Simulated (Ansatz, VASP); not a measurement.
**Te2Mo: VASP beside Ansatz**

Contents of INCAR:

```
SYSTEM = Te2Mo
PREC = Accurate
ENCUT = 520
EDIFF = 1E-6
ISMEAR = 0
SIGMA = 0.02
LREAL = .False.
LASPH = .True.
NELM = 60
ALGO = Normal
ISIF = 2
LWAVE = .False.
LCHARG = .True.
LDIPOL = .True.
IDIPOL = 3
DIPOL = 0.5 0.5 0.500
GGA = PE
IVDW = 12
LELF = .True.
LVHAR = .True.
LVACPOTAV = .True.
NBANDS = 20
```

Contents of KPOINTS:

```
regular mesh
0
Gamma
  9 9 1
  0 0 0
```

The input POSCAR:

```
Te2Mo
1.0
    3.6910000000      0.0000000000      0.0000000000
   -1.8455000000      3.1964997654      0.0000000000
    0.0000000000      0.0000000000     33.2698832047
Te Mo
2 1
Direct
    0.3333333333      0.6666666667      0.4415988332
    0.3333333333      0.6666666667      0.5584011668
    0.6666666667      0.3333333333      0.5000000000
```

Input for Ansatz:

```yaml
crystal:
  lattice:
    - [3.691, 0.0, 0.0]
    - [-1.8455, 3.1964997654, 0.0]
    - [0.0, 0.0, 33.2698832047]
  atoms:
    - { symbol: Te, position: [0.3333333333, 0.6666666667, 0.4415988332] }
    - { symbol: Mo, position: [0.6666666667, 0.3333333333, 0.5] }
    - { symbol: Te, position: [0.3333333333, 0.6666666667, 0.5584011668] }
  periodic: [true, true, false]
basis:
  ecutwfc: 420
kpoints:
  mp_grid: { grid: [9, 9, 1] }
hamiltonian:
  xc: pbe
  pseudopotentials: { kind: paw, azcp: { folder: soft_1 } }
  dispersion: d3bj
scf:
  occupations: { method: gaussian, width: 0.02 }
output:
  forces: true
  stress: true
  eigenvalues: true
  write_density: true
  write_potential: true
  elf: true
  volumetric_format: npy
```

Alike in both runs: task single point; functional PBE; dispersion D3(BJ); k mesh 9 × 9 × 1; occupations gaussian, width 0.02 eV; no spin polarisation.

```csv
,VASP,Ansatz
version,VASP 6.6.1,Ansatz 0.2.0
potentials or method,"VASP PAW PBE potentials, release 64 (Te, Mo_sv)","scalar-relativistic, plane waves, PAW"
plane-wave cutoff (eV),520,420
valence electrons in the cell,26,46
```

|  | VASP | Ansatz | Ansatz less VASP |
| --- | --- | --- | --- |
| gap on the k mesh at the Fermi level (eV) | 0.94 | 0.94 | 0.000 |
| least direct gap on the mesh (eV) | 0.94 | 0.94 | 0.000 |
| rms of the force components (eV/Å) | 0.601 | 0.604 | +0.0032 |

The two sets of potentials don't hold the same shells in valence. Ansatz warned: «dispersion_switch_in_reach».

Caveats: spin-orbit coupling is left out, which moves the levels of the heavy elements. A hybrid or GW would open this gap; PBE tends to underestimate it.
